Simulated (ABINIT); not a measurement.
Ga:

```xyz
2
Lattice="2.7784 0.0000 0.0000 0.0000 3.2816 0.0000 -1.3434 0.0000 3.9903" Properties=species:S:1:pos:R:3 pbc="T T T"
Ga   -0.6607    2.4612    3.0732
Ga    2.0957    0.8204    0.9171
```

This isn't the form of Ga at room conditions, which is orthorhombic.

```yaml
Program: ABINIT 10.8.3 (patched build)
Task: relaxation of cell and atoms
Functional: PBE
Dispersion: D3(BJ)
Potentials_or_basis: JTH PAW PBE v2.0
Cutoff: 463 eV
k_mesh: 6 × 5 × 5
Occupations: fermi-dirac, width 0.05 eV
Spin: no spin polarisation
```

At the start: pressure 0.0 GPa; volume 18.19 Å³/atom.

Problem. Where does the relaxation end?

Solution. Over 18 steps the energy falls by 13.2 meV/atom and the volume is 18.24 Å³/atom (+0.3 %); space group P2_1/m (No. 11, to 0.05 Å).

Step by step:
```
step  energy change (eV)  largest force (eV/Å)  pressure (GPa)  volume (Å³)
   1              0.0000                0.0778            0.05        36.38
   2             -0.0036                0.0657            0.03        36.39
   3             -0.0176                0.0711            0.05        36.42
   4             -0.0183                0.0493            0.03        36.42
   5             -0.0178                0.0431            0.02        36.42
   6             -0.0187                0.0304           -0.01        36.44
   7             -0.0184                0.0324           -0.01        36.45
   8             -0.0186                0.0418           -0.02        36.46
   9             -0.0193                0.0567           -0.03        36.48
  10             -0.0198                0.0885           -0.02        36.51
  11             -0.0206                0.0888           -0.01        36.51
  12             -0.0222                0.0549            0.00        36.50
  13             -0.0225                0.0614           -0.01        36.50
  14             -0.0204                0.1108            0.08        36.52
  15             -0.0247                0.0058           -0.04        36.49
  16             -0.0255                0.0388           -0.06        36.50
  17             -0.0263                0.0202           -0.06        36.49
  18             -0.0263                0.0060           -0.05        36.48
```

Final structure:
```
Ga
1.0
     2.79494    0.00000   -0.04006
     0.00000    3.37655    0.00000
    -1.41260    0.00000    3.88627
Ga
2
Direct
  0.08051 0.75000 0.76461
  0.91949 0.25000 0.23539
```

Caveat: the k mesh is coarse (spacing up to 0.40 Å⁻¹), so the values aren't converged; the log and the count of SCF iterations are those of the last ABINIT call alone; pairwise dispersion overbinds metals, which lowers pressure and volume.
